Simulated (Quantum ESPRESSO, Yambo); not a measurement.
# Excitons of SiC (F-43m) on ever denser meshes, part 2 of 2

Aim: the absorption spectrum of SiC (F-43m) with electron-hole interaction, and what each part of the kernel does.

Quantum ESPRESSO 7.5 and Yambo 5.3.0; PBE and many-body steps on it, plane waves. Known limits of the many-body steps: not at the basis limit; coarse k mesh; bindings not settled in the k mesh.

So far. Step 20 (Triplet (no exchange term)): The lowest triplet lies at 5.326 eV; without spin-orbit coupling triplets are dark, so no spectrum is read. Step 21 (Empty states on the mesh, 12×12×12 mesh, 12 bands): On this mesh the gap is 1.361 eV.

### 23. k mesh (12×12×12)

This step: Bethe-Salpeter equation on PBE with a scissors shift, plane waves, norm-conserving pseudopotentials.

Input file bse15.in:

```
optics
bss
bse
em1s
dipoles
rim_cut
RandQpts= 1000000
RandGvec= 1 RL
Chimod= "HARTREE"
BSKmod= "SEX"
BSEmod= "resonant"
BSSmod= "d"
BSENGexx= 20 Ry
BSENGBlk= 4 Ry
% BSEQptR
 1 | 1 |
%
% BSEBands
 2 | 5 |
%
% BEnRange
 0 | 8 | eV
%
% BDmRange
 0.1 | 0.1 | eV
%
BEnSteps= 161
% BLongDir
 1 | 0 | 0 |
%
% BndsRnXs
 1 | 12 |
%
NGsBlkXs= 4 Ry
% LongDrXs
 1 | 1 | 1 |
%
% KfnQP_E
 0.986 | 1.0 | 1.0 |
%
WRbsWF
FFTGvecs= 33 Ry
```

Started as:

```
$ OMP_NUM_THREADS=1 mpirun -n 8 yambo -F bse15.in -J bse15 -C bse15 > bse15.log
```

Run time: 5.6 min. Hardware: 8 MPI ranks of Arm Neoverse V1, shared host; peak memory 11 GiB.

Numbers from this step:

```
transitions in the window                                      : 5184
direct gap of the transition levels                            : 5.539 eV
lowest state                                                   : 5.363 eV
first strong exciton (over a fiftieth of the strongest listed) : 5.364 eV
binding of the lowest state below the direct gap               : 0.1764 eV
Coulomb term of one mesh cell                                  : 0.1865 eV
```

The binding is 0.95 times the screened Coulomb term of one mesh cell (0.19 eV), so it is not shown settled.

The lowest state lies at 5.363 eV, 0.176 eV under the direct gap.

The ε₂ has structure finer than the step of the table below, so its rows give means over 0.25 eV, whole bins alone (the curve runs from 0 to 8 eV). Peaks (eV: height): BSE 6.650: 18.6, 7.200: 28.3; no electron-hole interaction 7.000: 13.0, 7.800: 24.5.

Field along x; broadening 0.1 eV; transition window only. Limits: finite bands, cutoff and mesh; exciton not shown settled in the k mesh. The ε₂ by photon energy; means over each step:

| photon energy (eV) | BSE | no electron-hole interaction |
| --- | --- | --- |
| 0.25 | 0.0296 | 0.0236 |
| 0.50 | 0.0320 | 0.0254 |
| 0.75 | 0.0348 | 0.0273 |
| 1.00 | 0.0379 | 0.0295 |
| 1.25 | 0.0415 | 0.0319 |
| 1.50 | 0.0457 | 0.0347 |
| 1.75 | 0.0506 | 0.0379 |
| 2.00 | 0.0562 | 0.0415 |
| 2.25 | 0.0630 | 0.0457 |
| 2.50 | 0.0711 | 0.0506 |
| 2.75 | 0.0809 | 0.0564 |
| 3.00 | 0.0930 | 0.0633 |
| 3.25 | 0.108 | 0.0716 |
| 3.50 | 0.128 | 0.0818 |
| 3.75 | 0.154 | 0.0946 |
| 4.00 | 0.190 | 0.111 |
| 4.25 | 0.242 | 0.133 |
| 4.50 | 0.324 | 0.163 |
| 4.75 | 0.475 | 0.207 |
| 5.00 | 0.850 | 0.284 |
| 5.25 | 2.80 | 0.467 |
| 5.50 | 6.02 | 1.23 |
| 5.75 | 6.98 | 2.52 |
| 6.00 | 10.4 | 3.12 |
| 6.25 | 11.9 | 4.79 |
| 6.50 | 15.8 | 5.87 |
| 6.75 | 17.7 | 8.29 |
| 7.00 | 17.8 | 11.8 |
| 7.25 | 23.1 | 10.0 |
| 7.50 | 12.6 | 19.0 |
| 7.75 | 8.14 | 23.1 |

### 24. Triplet (no exchange term)

bse16.in, as its differences from bse15.in of step 23:

```diff
@@ -12,3 +12,3 @@
 BSSmod= "d"
-BSENGexx= 20 Ry
+BSENGexx= 1 RL
 BSENGBlk= 4 Ry
```

Started as:

```
$ OMP_NUM_THREADS=1 mpirun -n 8 yambo -F bse16.in -J bse16,bse15_W -C bse16 > bse16.log
```

Elapsed: 5.5 min, on 8 MPI ranks; peak memory 9.9 GiB; 41 min of CPU time.

The lowest triplet lies at 5.357 eV; without spin-orbit coupling triplets are dark, so no spectrum is read.

### 25. Spectrum in a wider window

Input file bse17.in:

```
optics
bss
bse
em1s
dipoles
rim_cut
RandQpts= 1000000
RandGvec= 1 RL
Chimod= "HARTREE"
BSKmod= "SEX"
BSEmod= "resonant"
BSSmod= "h"
BSENGexx= 20 Ry
BSENGBlk= 4 Ry
% BSEQptR
 1 | 1 |
%
% BSEBands
 2 | 8 |
%
% BEnRange
 0 | 11 | eV
%
% BDmRange
 0.1 | 0.1 | eV
%
BEnSteps= 111
% BLongDir
 1 | 0 | 0 |
%
% BndsRnXs
 1 | 12 |
%
NGsBlkXs= 4 Ry
% LongDrXs
 1 | 1 | 1 |
%
% KfnQP_E
 0.986 | 1.0 | 1.0 |
%
BSHayTrs= -0.02
FFTGvecs= 33 Ry
```

Started as:

```
$ OMP_NUM_THREADS=1 mpirun -n 8 yambo -F bse17.in -J bse17,bse15_W -C bse17 > bse17.log
```

Wall time 3.9 min (8 MPI ranks); peak memory 6.2 GiB.

Numbers from this step:

* transitions in the window: 20736
* direct gap of the transition levels: 5.539 eV

The ε₂ has structure finer than the step of the table below, so its rows give means over 0.25 eV, whole bins alone (the curve runs from 0 to 11 eV). Peaks (eV: height): BSE 7.100: 36.3, 8.900: 13.2; no electron-hole interaction 7.000: 13.1, 7.800: 24.9, 9.500: 20.1.

Field along x; broadening 0.1 eV; transition window only. Limits: finite bands, cutoff and mesh; exciton not shown settled in the k mesh. ε₂ against photon energy; means over each step:

| photon energy (eV) | BSE | no electron-hole interaction |
| --- | --- | --- |
| 0.25 | 0.0455 | 0.0334 |
| 0.50 | 0.0491 | 0.0357 |
| 0.75 | 0.0532 | 0.0382 |
| 1.00 | 0.0578 | 0.0410 |
| 1.25 | 0.0630 | 0.0441 |
| 1.50 | 0.0690 | 0.0476 |
| 1.75 | 0.0760 | 0.0515 |
| 2.00 | 0.0841 | 0.0560 |
| 2.25 | 0.0937 | 0.0612 |
| 2.50 | 0.105 | 0.0672 |
| 2.75 | 0.119 | 0.0741 |
| 3.00 | 0.136 | 0.0823 |
| 3.25 | 0.157 | 0.0921 |
| 3.50 | 0.184 | 0.104 |
| 3.75 | 0.219 | 0.119 |
| 4.00 | 0.267 | 0.137 |
| 4.25 | 0.336 | 0.161 |
| 4.50 | 0.445 | 0.194 |
| 4.75 | 0.639 | 0.242 |
| 5.00 | 1.13 | 0.324 |
| 5.25 | 3.46 | 0.520 |
| 5.50 | 7.34 | 1.29 |
| 5.75 | 8.81 | 2.60 |
| 6.00 | 13.4 | 3.22 |
| 6.25 | 15.9 | 4.77 |
| 6.50 | 22.1 | 6.04 |
| 6.75 | 24.8 | 8.41 |
| 7.00 | 28.4 | 11.7 |
| 7.25 | 28.1 | 10.5 |
| 7.50 | 14.9 | 19.0 |
| 7.75 | 10.4 | 23.3 |
| 8.00 | 6.90 | 22.4 |
| 8.25 | 7.10 | 13.9 |
| 8.50 | 8.89 | 8.61 |
| 8.75 | 11.2 | 9.04 |
| 9.00 | 11.1 | 11.8 |
| 9.25 | 7.66 | 15.6 |
| 9.50 | 4.57 | 17.6 |
| 9.75 | 4.28 | 10.6 |
| 10.00 | 4.77 | 8.54 |
| 10.25 | 3.98 | 8.91 |
| 10.50 | 3.21 | 7.45 |
| 10.75 | 2.78 | 5.61 |

### 26. The runs together

Times are wall times on 8 MPI ranks of Arm Neoverse V1, shared host, good to a factor of about two.

| run | mesh | transitions | broadening (eV) | direct gap (eV) | lowest state (eV) | binding (eV) | mesh cell's term (eV) | tallest peak (eV) | height | time |
| --- | --- | --- | --- | --- | --- | --- | --- | --- | --- | --- |
| excitons | 4×4×4 | 192 | 0.1 | 5.539 | 5.169 | 0.370 | 0.420 | 6.40 | 121 | 2.8 s |
| triplet (no exchange term) | 4×4×4 | 192 | 0.1 | 5.539 | 5.128 | 0.411 | 0.420 | - | - | 1.1 s |
| k mesh (6×6×6) | 6×6×6 | 648 | 0.1 | 5.539 | 5.228 | 0.311 | 0.344 | 7.05 | 38.2 | 4.6 s |
| triplet (no exchange term) | 6×6×6 | 648 | 0.1 | 5.539 | 5.213 | 0.326 | 0.344 | - | - | 2.3 s |
| k mesh (8×8×8) | 8×8×8 | 1536 | 0.1 | 5.539 | 5.288 | 0.251 | 0.274 | 6.60 | 25.5 | 18 s |
| triplet (no exchange term) | 8×8×8 | 1536 | 0.1 | 5.539 | 5.279 | 0.259 | 0.274 | - | - | 23 s |
| k mesh (10×10×10) | 10×10×10 | 3000 | 0.1 | 5.539 | 5.332 | 0.207 | 0.223 | 7.00 | 30.6 | 2.7 min |
| triplet (no exchange term) | 10×10×10 | 3000 | 0.1 | 5.539 | 5.326 | 0.213 | 0.223 | - | - | 76 s |
| k mesh (12×12×12) | 12×12×12 | 5184 | 0.1 | 5.539 | 5.363 | 0.176 | 0.186 | 7.20 | 28.3 | 5.6 min |
| triplet (no exchange term) | 12×12×12 | 5184 | 0.1 | 5.539 | 5.357 | 0.181 | 0.186 | - | - | 5.5 min |
| spectrum in a wider window | 12×12×12 | 20736 | 0.1 | 5.539 | - | - | - | 7.10 | 36.3 | 3.9 min |

### 27. Summary of results

| Quantity | Value |
| --- | --- |
| excitons | lowest state 5.169 eV (not settled in the k mesh) |
| triplet (no exchange term) | lowest state 5.128 eV (not settled in the k mesh) |
| k mesh (6×6×6) | lowest state 5.228 eV (not settled in the k mesh) |
| triplet (no exchange term) | lowest state 5.213 eV (not settled in the k mesh) |
| k mesh (8×8×8) | lowest state 5.288 eV (not settled in the k mesh) |
| triplet (no exchange term) | lowest state 5.279 eV (not settled in the k mesh) |
| k mesh (10×10×10) | lowest state 5.332 eV (not settled in the k mesh) |
| triplet (no exchange term) | lowest state 5.326 eV (not settled in the k mesh) |
| k mesh (12×12×12) | lowest state 5.363 eV (not settled in the k mesh) |
| triplet (no exchange term) | lowest state 5.357 eV (not settled in the k mesh) |

On the 4×4×4 mesh the lowest exciton lies at 5.169 eV, 0.370 eV below the direct gap; one cell of the mesh carries a screened Coulomb term of 0.42 eV, so this binding is not shown settled. That state is dark or weak; the first strong one lies at 5.178 eV. Bindings below are those of the lowest state. Between the two densest meshes the binding falls by 0.84 of the fall in the mesh cell's term (the screened Coulomb energy of a charge repeated on the supercell that the mesh stands for). The binding is still 0.9 times that term, so the mesh does not resolve the exciton and no limit can be drawn. Triplet (no exchange term), against «excitons (4×4×4)»: the lowest state moves by −0.040 eV (keys changed: BSENGexx). Triplets are dark. k mesh (6×6×6), against «excitons (4×4×4)»: the lowest state moves by +0.059 eV. Triplet (no exchange term), against «k mesh (6×6×6)»: the lowest state moves by −0.015 eV (keys changed: BSENGexx). Triplets are dark. k mesh (8×8×8), against «k mesh (6×6×6)»: the lowest state moves by +0.060 eV. Triplet (no exchange term), against «k mesh (8×8×8)»: the lowest state moves by −0.009 eV (keys changed: BSENGexx). Triplets are dark. k mesh (10×10×10), against «k mesh (8×8×8)»: the lowest state moves by +0.044 eV. Triplet (no exchange term), against «k mesh (10×10×10)»: the lowest state moves by −0.006 eV (keys changed: BSENGexx). Triplets are dark. k mesh (12×12×12), against «k mesh (10×10×10)»: the lowest state moves by +0.031 eV. Triplet (no exchange term), against «k mesh (12×12×12)»: the lowest state stays within 0.01 eV (keys changed: BSENGexx). Triplets are dark. A rigid shift treats all transitions alike. In the G0W0 table the openings from the upper filled bands to the empty bands at the same k run from +0.82 to +1.17 eV (median +0.94), where the shift is +0.99 eV, so peaks stand off by such differences. Lines within a few meV of each other can be one level split by numerical noise, or distinct levels. Screening is static and electronic alone, and only transitions inside the band window count. The 4×4×4 mesh is coarse for this cell, which bears on the long-range parts of exchange and screening.

[Paths, hosts, dates, memory and timing lines, banners, echoed tables and standing remarks are left out of the program output.]

[Logs are printed without paths, hosts, clocks, repeated set-up lines and the standing remarks that a program may print on its own settings, such as how far it seeks lower states.]

[Runs of the session that timed out or met a known fault of the program may be left out.]

[Hosts, paths, dates, database ids (printed as entryN), source tags and the programs' standing remarks are cut or masked in the printed files.]
